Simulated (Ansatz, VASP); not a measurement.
**One calculation of MgS, two programs**

File POSCAR:

```
MgS
1.0
    4.2300569194      0.0000000000      0.0000000000
   -2.1150284597      3.6633367517      0.0000000000
    0.0000000000      0.0000000000      6.0524117290
Mg S
2 2
Direct
    0.3333333333      0.6666666667     -0.0170095519
    0.6666666667      0.3333333333      0.4829904481
    0.3333333333      0.6666666667      0.3920095519
    0.6666666667      0.3333333333      0.8920095519
```

File INCAR.step1:

```
  ALGO = Normal
  EDIFF = 1E-4
  ENCUT = 520
  GGA = PE
  ISMEAR = 0
  LASPH = True
  LCHARG = False
  LREAL = False
  LWAVE = True
  NBANDS = 16
  NELM = 100
  PREC = Accurate
  SIGMA = 0.01
```

File INCAR.step2:

```
  ALGO = Normal
  EDIFF = 1E-6
  ENCUT = 520
  ISIF = 2
  ISMEAR = 0
  ISTART = 1
  LASPH = True
  LCHARG = False
  LMIXTAU = True
  LREAL = False
  LWAVE = False
  METAGGA = R2SCAN
  NBANDS = 16
  NELM = 100
  PREC = Accurate
  SIGMA = 0.01
```

The input KPOINTS:

```
k-points
0
Gamma
  12 12 4
```

Input for Ansatz:

```yaml
crystal:
  lattice:
    - [4.2300569194, 0.0, 0.0]
    - [-2.1150284597, 3.6633367517, 0.0]
    - [0.0, 0.0, 6.052411729]
  atoms:
    - { symbol: Mg, position: [0.3333333333, 0.6666666667, -0.0170095519] }
    - { symbol: Mg, position: [0.6666666667, 0.3333333333, 0.4829904481] }
    - { symbol: S, position: [0.3333333333, 0.6666666667, 0.3920095519] }
    - { symbol: S, position: [0.6666666667, 0.3333333333, 0.8920095519] }
kpoints:
  mp_grid: { grid: [12, 12, 4] }
  band_path:
    path:
      - [0.0, 0.0, 0.0]
      - [0.5, 0.0, 0.0]
      - [0.3333333333, 0.3333333333, 0.0]
      - [0.0, 0.0, 0.5]
      - [0.5, 0.0, 0.5]
      - [0.3333333333, 0.3333333333, 0.5]
    npoints: 1
hamiltonian:
  xc: r2scan
scf:
  occupations: { method: fixed }
  n_extra_bands: 5
output:
  forces: true
  stress: true
  eigenvalues: true
```

Change from the starting cell: epitaxial_xy strain +5.0%.

Alike in both runs: task single point; functional r2SCAN; k mesh 12 × 12 × 4; no spin polarisation.

```csv
,VASP,Ansatz
version,VASP 6.6.1,Ansatz 0.2.0
potentials or method,"VASP PAW PBE potentials, release 64 (Mg, S)","plane waves, PAW"
plane-wave cutoff (eV),520,500
occupations,"gaussian, width 0.01 eV",fixed
valence electrons in the cell,16,32
```

Ansatz gave:

```
gap on the k mesh at the Fermi level (eV)       : 3.52
pressure (GPa)                                  : -2.6
largest component of the traceless stress (GPa) : 2.54
rms of the force components (eV/Å)              : 0.001
```

Problem. Estimate VASP's values.

Solution. gap on the k mesh at the Fermi level (eV): 3.51; pressure (GPa): -2.9; largest component of the traceless stress (GPa): 2.60; rms of the force components (eV/Å): 0.005.

Atom by atom the forces differ by 0.004 eV/Å (rms over components). The two sets of potentials don't hold the same shells in valence.

Caveats: the PAW data sets were made with another functional, which shifts forces and pressure a little (VASP). A k mesh can miss the band edges.
